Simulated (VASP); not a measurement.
A run of VASP 6.6.1:

POSCAR

```
SnSe2
1.0
    3.8251638404      0.0000000000      0.0000000000
   -1.9125819202      3.3126890594      0.0000000000
    0.0000000000      0.0000000000      6.2270561301
Sn Se
1 2
Direct
    0.0000000000      0.0000000000      0.0000000000
    0.3333333333      0.6666666667      0.2530760434
    0.6666666667      0.3333333333      0.7469239566
```

File INCAR.step1:

```
SYSTEM = SnSe2
PREC = Accurate
ENCUT = 520
EDIFF = 1E-5
ISMEAR = 0
SIGMA = 0.01
LREAL = .FALSE.
LASPH = .TRUE.
NELM = 100
ALGO = Normal
ISIF = 2
LWAVE = .TRUE.
NBANDS = 20
GGA = PE
```

INCAR.step2

```
SYSTEM = SnSe2
PREC = Accurate
ENCUT = 520
EDIFF = 1E-6
ISMEAR = 0
SIGMA = 0.01
LREAL = .FALSE.
LASPH = .TRUE.
NELM = 100
ALGO = Normal
ISIF = 2
LWAVE = .FALSE.
LCHARG = .TRUE.
GGA = PE
LHFCALC = .TRUE.
HFSCREEN = 0.2079
PRECFOCK = Normal
LELF = .TRUE.
LVHAR = .TRUE.
NBANDS = 20
ISTART = 1
```

KPOINTS

```
regular mesh
0
G
  6 6 2
  0 0 0
```

Potentials or basis: VASP PAW PBE potentials, release 64 (Sn_d, Se).

The run is started by

```sh
$ cat potpaw_PBE.64/Sn_d/POTCAR potpaw_PBE.64/Se/POTCAR > POTCAR
$ cp INCAR.step1 INCAR
$ mpirun -np 1 vasp_std > vasp.out
$ cp INCAR.step2 INCAR
$ mpirun -np 1 vasp_std > vasp.out
```

Hardware: 1 thread of Intel(R) Xeon(R) 6975P-C (Granite Rapids) (shared host).

Task: Estimate the wall time of this run.

Result: It took 21 min on 1 thread of Intel(R) Xeon(R) 6975P-C (Granite Rapids) (shared host), peak memory 0.32 GiB. Counts: scf iterations 9, k points 14.
